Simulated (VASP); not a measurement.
# ZrB2 (P6/mmm) in VASP: further runs

One crystal, ZrB2, is run at these levels: AM05+D4, r2SCAN+rVV10, PBE+D4, RPBE+U, optB86b-vdW; tasks: electron localisation function, electrostatic potential, single point, relaxation of the atoms.

Program: VASP 6.6.1. These are calculated values, not measurements. Logs are shortened: lines on timing, memory, paths and dates and some standing lists are left out, and cuts for length are marked.

**1. Starting point**

It takes space group P6/mmm (No. 191, hexagonal). The conventional cell has a = 3.170 Å, b = 3.170 Å, c = 3.533 Å, α = 90.00°, β = 90.00°, γ = 120.00°. Zr (site symmetry 6/mmm) is surrounded by 12 B at 2.54 Å. B (site symmetry -6m2) is surrounded by 3 B at 1.83 Å.

**2. Electron localisation function, AM05+D4 (atoms moved at random, drawn with an rms of 0.05 Å)**

File INCAR:

```
PREC = Accurate
ENCUT = 400
EDIFF = 1E-7
ISMEAR = 0
SIGMA = 0.05
LREAL = F
LASPH = T
NELM = 100
ALGO = Normal
ISIF = 2
LWAVE = F
LCHARG = T
GGA = AM
IVDW = 13
LELF = T
```

File KPOINTS:

```
Automatic mesh
0
Gamma
  10 10 8
```

File POSCAR:

```
ZrB2
1.0
    3.1700000000      0.0000000000      0.0000000000
   -1.5850000000      2.7453005300      0.0000000000
    0.0000000000      0.0000000000      3.5330000000
Zr B
1 2
Cartesian
    0.0117828900     -0.0107780499      0.0297725910
    1.6065512450      0.9424589266      1.7284460570
   -0.0006292450      1.8647206773      1.8437172480
```

Potentials or basis: VASP PAW PBE potentials, release 64 (Zr_sv, B).

Launch:

```
$ cat potpaw_PBE.64/Zr_sv/POTCAR potpaw_PBE.64/B/POTCAR > POTCAR
$ mpirun -np 1 vasp_std > vasp.out
```

OUTCAR:

```text
PREC = Accurate
   ENCUT = 400
   EDIFF = 1E-7
   ISMEAR = 0
   LREAL = F
   LASPH = T
   NELM = 100
   ISIF = 2
   GGA = AM
   IVDW = 13

 ion  position               nearest neighbor table
   1  0.002  0.996  0.008-   2 2.47   3 2.49   3 2.50   2 2.51   2 2.52   3 2.54   3 2.55   2 2.56
                             3 2.57   2 2.60   3 2.61   2 2.61
   2  0.678  0.343  0.489-   3 1.82   3 1.83   3 1.86   1 2.47   1 2.51   1 2.52   1 2.56   1 2.60
                             1 2.61
   3  0.339  0.679  0.522-   2 1.82   2 1.83   2 1.86   1 2.49   1 2.50   1 2.54   1 2.55   1 2.57
                             1 2.61

  LATTYP: Found a hexagonal cell.
 ALAT       =     3.1700000000
 C/A-ratio  =     1.1145110410

  Lattice vectors:

 A1 = (   3.1700000000,   0.0000000000,   0.0000000000)
 A2 = (  -1.5850000000,   2.7453005300,   0.0000000000)
 A3 = (   0.0000000000,   0.0000000000,   3.5330000000)

Analysis of symmetry for initial positions (statically):
=====================================================================
 Subroutine PRICEL returns:
 Original cell was already a primitive cell.

 Routine SETGRP: Setting up the symmetry group for a
 hexagonal supercell.

 Subroutine GETGRP returns: Found  1 space group operations
 (whereof  1 operations were pure point group operations)
 out of a pool of 24 trial point group operations.

The static configuration has the point symmetry C_1 .

Analysis of symmetry for dynamics (positions and initial velocities):
=====================================================================
 Subroutine PRICEL returns:
 Original cell was already a primitive cell.

 Routine SETGRP: Setting up the symmetry group for a
 hexagonal supercell.

 Subroutine GETGRP returns: Found  1 space group operations
 (whereof  1 operations were pure point group operations)
 out of a pool of 24 trial point group operations.

The dynamic configuration has the point symmetry C_1 .

 Subroutine INISYM returns: Found  1 space group operations
 (whereof  1 operations are pure point group operations),
 and found     1 'primitive' translations

----------------------------------------------------------------------------------------

                                     Primitive cell

  volume of cell :      30.7463

  direct lattice vectors                    reciprocal lattice vectors
     3.170000000  0.000000000  0.000000000     0.315457413  0.182129422  0.000000000
    -1.585000000  2.745300530  0.000000000     0.000000000  0.364258845  0.000000000
     0.000000000  0.000000000  3.533000000     0.000000000  0.000000000  0.283045570

  length of vectors
     3.170000000  3.170000000  3.533000000     0.364258845  0.364258845  0.283045570

  position of ions in fractional coordinates (direct lattice)
     0.001754000  0.996074000  0.008427000
     0.678448000  0.343299000  0.489229000
     0.339422000  0.679241000  0.521856000

  ion indices of the primitive-cell ions
   primitive index   ion index
                 1           1
                 2           2
                 3           3

----------------------------------------------------------------------------------------

 KPOINTS: Automatic mesh

Automatic generation of k-mesh.
 Grid dimensions read from file:
 generate k-points for:   10   10    8

 Generating k-lattice:

  Cartesian coordinates                     Fractional coordinates (reciprocal lattice)
     0.031545741  0.018212942  0.000000000     0.100000000  0.000000000  0.000000000
     0.000000000  0.036425884  0.000000000     0.000000000  0.100000000  0.000000000
     0.000000000  0.000000000  0.035380696     0.000000000  0.000000000  0.125000000

  Length of vectors
     0.036425884  0.036425884  0.035380696

  Shift w.r.t. Gamma in fractional coordinates (k-lattice)
     0.000000000  0.000000000  0.000000000

 Subroutine IBZKPT returns following result:
 ===========================================

 Found    404 irreducible k-points:

 Following reciprocal coordinates:
            Coordinates               Weight
  0.000000  0.000000  0.000000      1.000000
  0.100000 -0.000000  0.000000      2.000000
  0.000000  0.100000  0.000000      2.000000
 -0.100000  0.100000  0.000000      2.000000
  0.200000 -0.000000  0.000000      2.000000
  0.000000  0.200000  0.000000      2.000000
[... 42 lines left out ...]
  0.400000  0.400000  0.000000      2.000000
  0.300000  0.300000  0.000000      2.000000
 [... further k-points ...]
   k-points           NKPTS =    404   k-points in BZ     NKDIM =    404   number of bands    NBANDS=     13
   number of dos      NEDOS =    301   number of ions     NIONS =      3
   total plane-waves  NPLWV =  13824
   dimension x,y,z NGX =    24 NGY =   24 NGZ =   24
   dimension x,y,z NGXF=    48 NGYF=   48 NGZF=   48
   ions per type =               1   2
   NGX,Y,Z   is equivalent  to a cutoff of  12.59, 12.59, 11.29 a.u.
   NGXF,Y,Z  is equivalent  to a cutoff of  25.17, 25.17, 22.59 a.u.
 SYSTEM =  unknown system
   PREC   = accura    normal or accurate (medium, high low for compatibility)
   ISTART =      0    job   : 0-new  1-cont  2-samecut
   ICHARG =      2    charge: 1-file 2-atom 10-const
   ISPIN  =      1    spin polarized calculation?
   LNONCOLLINEAR =      F non collinear calculations
   LSORBIT =      F    spin-orbit coupling
   LASPH  =      T    aspherical Exc in radial PAW
   ENCUT  =  400.0 eV  29.40 Ry    5.42 a.u.   5.17  5.17  5.76*2*pi/ulx,y,z
   NELM   =    100;   NELMIN=  2; NELMDL= -5     # of ELM steps
   EDIFF  = 0.1E-06   stopping-criterion for ELM
   LREAL  =      F    real-space projection
   EDIFFG = 0.1E-05   stopping-criterion for IOM
   NSW    =      0    number of steps for IOM
   IBRION =     -1    ionic relax: 0-MD 1-quasi-New 2-CG
   NFREE  =      0    steps in history (QN), initial steepest desc. (CG)
   ISIF   =      2    stress and relaxation
   ISYM   =      2    0-nonsym 1-usesym 2-fastsym
   POTIM  = 0.5000    time-step for ionic-motion
   TEBEG  =    0.0;   TEEND  =   0.0 temperature during run
   PSTRESS=    0.0 pullay stress
   NELECT =      18.0000    total number of electrons
   NUPDOWN=      -1.0000    fix difference up-down
   EMIN   =  10.00;   EMAX   =-10.00  energy-range for DOS
   EFERMI =   0.00;   METHOD = LEGACY
   ISMEAR =     0;   SIGMA  =   0.05  broadening in eV -4-tet -1-fermi 0-gaus
   EFERMI_NEDOS =   21; number of points for ismear=-14 and -15
   IALGO  =     38    algorithm
   IMIX   =      4    mixing-type and parameters
     AMIX     =   0.40;   BMIX     =  1.00
     AMIX_MAG =   1.60;   BMIX_MAG =  1.00
  volume/ion in A,a.u.               =      10.25        69.16
  Fermi-wavevector in a.u.,A,eV,Ry     =   1.369519  2.588016 25.518847  1.875582
  Thomas-Fermi vector in A             =   2.495387
   LORBIT       =      0    0 simple, 1 ext, 2 COOP (PROOUT), +10 PAW based schemes
   GGA     = AM    functional components
   LHFCALC =     F    Hartree Fock is set to
   AEXX    =    0.0000 exact exchange contribution
   IVDW    =    13    specifies the selected vdW correction
   LEPSILON=     F    determine dielectric tensor
   LRPA    =     F    only Hartree local field effects (RPA)
 non-spin polarized calculation
 Gauss-broadening in eV      SIGMA  =   0.05
  energy-cutoff  :      400.00
  volume of cell :       30.75
 maximum number of plane-waves:       576
 NGX is ok and might be reduce to    24
   NGX = 11   NGY = 11   NGZ = 11

 number of electron      18.0000000 magnetization

 Free energy of the ion-electron system (eV)
  ---------------------------------------------------
  ext. energy  EPLUGINS =         0.00000000
  ---------------------------------------------------
  free energy    TOTEN  =       -26.02185233 eV

  energy without entropy =      -26.02100624  energy(sigma->0) =      -26.02142928

 E-fermi :  10.3515     XC(G=0): -12.5459

 val. band max:       10.3449540887   @ k =  -0.2000   0.4000   0.1250
 cond. band min:      10.3535997099   @ k =   0.0000  -0.1000   0.3750
 fundamental gap:      0.0086456212
 Fermi energy:        10.3515165523

 k-point     1 :       0.0000    0.0000    0.0000
  band No.  band energies     occupation
      1     -38.0304      2.00000
      2     -16.2777      2.00000
      3     -15.7197      2.00000
      4     -15.7096      2.00000
      5      -2.2492      2.00000
      6       7.7312      2.00000
      7       7.7528      2.00000
      8       7.9146      2.00000
      9       8.1341      2.00000
     10      13.8001      0.00000
     11      13.8359      0.00000
     12      14.5297      0.00000
     13      14.6954      0.00000

 k-point     2 :       0.1000   -0.0000    0.0000
  band No.  band energies     occupation
      1     -38.0192      2.00000
      2     -16.2611      2.00000
      3     -15.8088      2.00000
      4     -15.7392      2.00000
      5      -2.0494      2.00000
      6       7.1964      2.00000
      7       7.8545      2.00000
      8       7.8989      2.00000
      9       8.0060      2.00000
     10      13.5473      0.00000
     11      13.6721      0.00000
     12      14.0621      0.00000
     13      14.1424      0.00000

 k-point     3 :       0.0000    0.1000    0.0000
  band No.  band energies     occupation
      1     -38.0192      2.00000
      2     -16.2610      2.00000
      3     -15.8114      2.00000
      4     -15.7367      2.00000
      5      -2.0491      2.00000
      6       7.2193      2.00000
      7       7.8542      2.00000
      8       7.8888      2.00000
      9       7.9863      2.00000
     10      13.5690      0.00000
     11      13.6902      0.00000
     12      14.0275      0.00000
     13      14.1390      0.00000
[... 561 lines left out ...]
 k-point    39 :      -0.2000    0.4000    0.0000
  band No.  band energies     occupation
      1     -37.9361      2.00000
      2     -16.4051      2.00000
      3     -16.1361      2.00000
      4     -15.9792      2.00000
      5      -0.1064      2.00000
      6       4.4971      2.00000
      7       5.9327      2.00000
      8       6.9459      2.00000
      9       9.7833      2.00000
     10      11.0209      0.00000
     11      11.6315      0.00000
     12      15.4691      0.00000
     13      16.8468      0.00000

 k-point    40 :      -0.4000    0.2000    0.0000
  band No.  band energies     occupation
      1     -37.9361      2.00000
      2     -16.4023      2.00000
      3     -16.1362      2.00000
      4     -15.9817      2.00000
      5      -0.1092      2.00000
      6       4.4755      2.00000
      7       5.9583      2.00000
      8       6.9598      2.00000
      9       9.7934      2.00000
     10      11.0009      0.00000
     11      11.6247      0.00000
     12      15.4776      0.00000
     13      16.8040      0.00000

 [... further k-points ...]

------------------------ aborting loop because EDIFF is reached ----------------------------------------

  DFT-D4 for vdW energy calculation

  Edisp (eV):   -0.54243

  FORCE on cell =-STRESS in cart. coord.  units (eV):
  Direction    XX          YY          ZZ          XY          YZ          ZX
  --------------------------------------------------------------------------------------
  -------------------------------------------------------------------------------------
  Total      -1.25144    -1.26111    -1.73544    -0.02832    -0.01775    -0.01195
  in kB     -65.21188   -65.71593   -90.43317    -1.47588    -0.92502    -0.62269
  external pressure =      -73.79 kB  Pullay stress =        0.00 kB

 VOLUME and BASIS-vectors are now :
 -----------------------------------------------------------------------------
  energy-cutoff  :      400.00
  volume of cell :       30.75
      direct lattice vectors                 reciprocal lattice vectors
     3.170000000  0.000000000  0.000000000     0.315457413  0.182129422  0.000000000
    -1.585000000  2.745300530  0.000000000     0.000000000  0.364258845  0.000000000
     0.000000000  0.000000000  3.533000000     0.000000000  0.000000000  0.283045570

 POSITION                                       TOTAL-FORCE (eV/Angst)
 -----------------------------------------------------------------------------------
     -1.57322      2.73452      0.02977        -0.023908      0.553414     -0.140012
      1.60655      0.94246      1.72845        -0.242069     -0.207202      0.775246
     -0.00063      1.86472      1.84372         0.265977     -0.346212     -0.635234
 -----------------------------------------------------------------------------------
    total drift:                                0.000007      0.000014     -0.000007

  FREE ENERGIE OF THE ION-ELECTRON SYSTEM (eV)
  ---------------------------------------------------
  free  energy   TOTEN  =       -26.5642809691 eV

  energy  without entropy=      -26.5634348754  energy(sigma->0) =      -26.56385792
```

It took 53 s on 1 thread of Intel Xeon 6975P-C (Granite Rapids), shared host; peak memory 0.23 GiB.

These settings aren't checked as converged (typed here: ENCUT = 400): the numbers below hold their error.

What came out:

```
Free energy                : -26.5643 eV
Pressure                   : -7.4 GPa
Largest force              : 0.838 eV/Å
Band gap on the k mesh     : none (metal or under the smearing width)
Dispersion energy per atom : -0.181 eV
```

Caveat: the PAW data sets were made with another functional, which shifts forces and pressure a little; pairwise dispersion overbinds metals, which lowers pressure and volume.

(Part 1 of 3 ends here.)
